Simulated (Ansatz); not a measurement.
**ZnS, one cell by several methods**

```
CELL_PARAMETERS angstrom
3.83624 0.00000 0.00000
-1.91812 3.32228 0.00000
0.00000 0.00000 6.27529
ATOMIC_POSITIONS crystal
Zn 0.33333 0.66667 0.00000
Zn 0.66667 0.33333 0.50000
S 0.33333 0.66667 0.38500
S 0.66667 0.33333 0.88500
```

Atoms are numbered in the order listed.

The cell is COD entry 9008878, as deposited and not checked against the literature; nothing was relaxed. It differs from other determinations. The listed cell was then made from it by scaling, straining or moving an atom.

Levels of theory: DFT, PBEsol, PAW with Ansatz's default frozen-core files, scalar-relativistic (Ansatz 0.2.0); DFT, PBEsol, all-electron LAPW, scalar-relativistic (Ansatz 0.2.0).

For PAW: a Γ-centred 8×8×5 k mesh, Fermi–Dirac smearing of 0.03 eV, cutoff 420 eV, no spin polarisation; the PAW files were made with PBE, and the program remakes their frozen cores for this functional. LAPW targets a basis error of 1 meV/atom. The Ansatz runs share mesh, smearing and spin set-up. Plane-wave (PAW) pressures include the program's estimate of the Pulay term.

Stress and pressure are positive in compression.

The change that made this cell: volume scaled by 1.02.

PAW results:

```
              quantity     PAW
        pressure (GPa)   -2.66
       stress xx (GPa)   -2.15
       stress zz (GPa)   -3.69
force on Zn1, z (eV/Å)   0.283
 force on S3, z (eV/Å)  -0.283
         band gap (eV)   2.018
```

(1) What does all-electron LAPW give for the same quantities?

Results:

(1) 
```json
{"quantity": "pressure (GPa)", "LAPW": "-2.65"}
{"quantity": "stress xx (GPa)", "LAPW": "-2.14"}
{"quantity": "stress zz (GPa)", "LAPW": "-3.68"}
{"quantity": "force on Zn1, z (eV/Å)", "LAPW": "0.283"}
{"quantity": "force on S3, z (eV/Å)", "LAPW": "-0.283"}
{"quantity": "band gap (eV)", "LAPW": "2.021"}
```
